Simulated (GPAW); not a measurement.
Runs of GPAW 26.7.0 on InP. Symmetry: F-43m, No. 216, cubic system. The conventional cell has a = 5.861 Å, b = 5.861 Å, c = 5.861 Å, α = 90.00°, β = 90.00°, γ = 90.00°. Around In (site symmetry -43m) lie 4 P at 2.54 Å. Around P (site symmetry -43m) lie 4 In at 2.54 Å. 

```csv
task,level,potentials or basis,spin,cell,k mesh,smearing,band path,band points,spin axis theta (degrees),spin axis phi (degrees),gap on the mesh (eV),pressure (GPa),V0 of scaled cells (Å³/atom),B0 (GPa)
equation of state,RPBE+D3,"the program's PAW data sets (release 1.2.1) made for this functional, pw",off,as given,6 × 6 × 6,fermi-dirac 0.05 eV,-,-,-,-,-,-,(c),60
band structure,r2SCAN,"GPAW PAW data sets (gpaw-data 1.2.1), pw","SOC, no magnetisation",as given,6 × 6 × 6,fermi-dirac 0.05 eV,"GXWKGLUWLK,UX",100,90,0,1.11,(a),-,-
band structure,C09-vdW,"GPAW PAW data sets (gpaw-data 1.2.1), pw","SOC, no magnetisation",as given,6 × 6 × 6,fermi-dirac 0.05 eV,"GXWKGLUWLK,UX",100,54.7,45,0.62,-,-,-
equation of state,PBEint,"PAW data sets generated in the run's folder for this functional, pw",off,as given,6 × 6 × 6,fermi-dirac 0.05 eV,-,-,-,-,-,-,25.64,(b)
single point,PBEsol,"PAW data sets generated in the run's folder for this functional, pw",off,the cell as VASP's run set it,8 × 8 × 8,gaussian 0.05 eV,-,-,-,-,0.61,0.4,-,-
band structure,WC,"PAW data sets generated in the run's folder for this functional, pw","SOC, no magnetisation",as given,6 × 6 × 6,fermi-dirac 0.05 eV,"GXWKGLUWLK,UX",100,0,0,0.54,0.4,-,-
```

Alike in all rows: cutoff (eV) 600.

Q: Estimate the missing entries.

A: (a) 1.5; (b) 65; (c) 26.18.

Caveats: spin-orbit coupling was added after a scalar SCF, so levels and gaps hold it while energy, forces, pressure and moments don't (some runs); this program's spin-orbit splittings come out too wide for heavy elements (some runs); the PAW data sets were made with another functional, which shifts forces and pressure a little (some runs); spin-orbit coupling is left out, which moves the levels of the heavy elements (some runs).

A k mesh can miss the band edges, and rows without SOC leave out spin-orbit coupling on In.

Runs at the PBE level aren't shown here.
